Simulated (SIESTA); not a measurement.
WS2:

```
CELL_PARAMETERS angstrom
1.57900 0.91164 6.16333
-1.57900 0.91164 6.16333
0.00000 -1.82327 6.16333
ATOMIC_POSITIONS crystal
W 0.00000 0.00000 0.00000
S 0.58100 0.58100 0.58100
S 0.75030 0.75030 0.75030
```

Measurements of this composition are mostly on another form, of space group No. 194.

| Item | Value |
| --- | --- |
| Program | SIESTA 5.4.2 |
| Task | single point |
| Functional | PBE |
| Potentials or basis | PseudoDojo 0.4 standard (PBE files) |
| Basis | DZP (energy shift 0.003 Ry; two zetas on semicore shells) |
| Grid cutoff | 800 Ry |
| Energy shift | 0.003 Ry |
| k mesh | 10 × 10 × 10 |
| Occupations | fermi-dirac, width 0.05 eV |
| Spin | no spin polarisation |

On this cell: pressure 7.7 GPa; largest force 0.991 eV/Å; band gap on the k mesh 1.14 eV, indirect (least direct gap 2.30 eV).

The same run follows on a disturbed copy (atoms moved at random, drawn with an rms of 0.05 Å):

```xyz
3
Lattice="1.5790 0.9116 6.1633 -1.5790 0.9116 6.1633 0.0000 -1.8233 6.1633" Properties=species:S:1:pos:R:3 pbc="T T T"
W    -0.0377   -0.0171    0.0389
S     0.0067    0.0202   10.7222
S     0.0119   -0.0494   13.9186
```

Q: What changes?

A: The energy moves by +13.8 meV/atom; pressure 4.5 GPa; largest force 1.751 eV/Å; band gap on the k mesh 1.04 eV, indirect (least direct gap 2.16 eV).

Forces on the atoms (eV/Å):
```
W    0.998 -0.014 -1.439
S   -0.398 -0.337  0.677
S   -0.600  0.352  0.761
```

Stress tensor (GPa, compression positive):
```
 5.64 -1.01 -0.82
-1.01  5.38  3.13
-0.82  3.13  2.43
```

Caveats: short orbitals over semicore shells can move pressures by several GPa; spin-orbit coupling is left out, which moves the levels of the heavy elements; the basis of atomic orbitals isn't converged, which shifts pressures, moduli and gaps.

A k mesh can miss the band edges.
